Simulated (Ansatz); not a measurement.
TiSi under changes of volume

One of the cells (14.630 Å³/atom); the others are scaled copies at fixed shape and fractional positions:

```
Ti Si
1.0
     1.81618   -2.11762    0.00000
     1.81618    2.11762    0.00000
     0.00000    0.00000    3.80393
Ti Si
1 1
Direct
  0.50000 0.50000 0.00000
  0.00000 0.00000 0.50000
```

The cell comes from a database or a generator and needn't be the stable form of this composition.

* Program: Ansatz 0.2.0
* Functional: LDA
* Potentials or basis: Ansatz PAW
* Cutoff: 420 eV (not typed: the program's choice for these potentials)
* k mesh: 10 × 10 × 7
* Occupations: fermi-dirac, width 0.05 eV
* Spin: no spin polarisation

| volume (Å³/atom) | energy over the lowest point (meV/atom) | pressure (GPa) |
| --- | --- | --- |
| 13.752 | 0.00 | 0.7 |
| 14.045 | 1.55 | -2.4 |
| 14.337 | 8.59 | -5.3 |
| 14.630 | 20.62 | -7.9 |
| 14.922 | 37.15 | -10.2 |
| 15.215 | 57.72 | -12.3 |
| 15.508 | ? | ? |

What does the run at 15.508 Å³/atom give?

Energy over the lowest point 81.90 meV/atom; pressure -14.1 GPa.

Worked out: A Birch-Murnaghan fit of order 3 (a polynomial in V^(-2/3)) to the other rows has its minimum at 13.82 Å³/atom with B0 = V·E''(V) = 155 GPa and B' = 3.9 at fixed shape and positions, which overstates the stiffness. It gives 81.98 meV/atom at 15.508 Å³/atom, against the run's 81.90, and -dE/dV = -14.2 GPa, against -14.1.

Energies are extrapolated to zero smearing.

Caveats: the PAW data sets come from PBE, with cores solved anew for the run's functional, which leaves a small shift of forces and pressure.
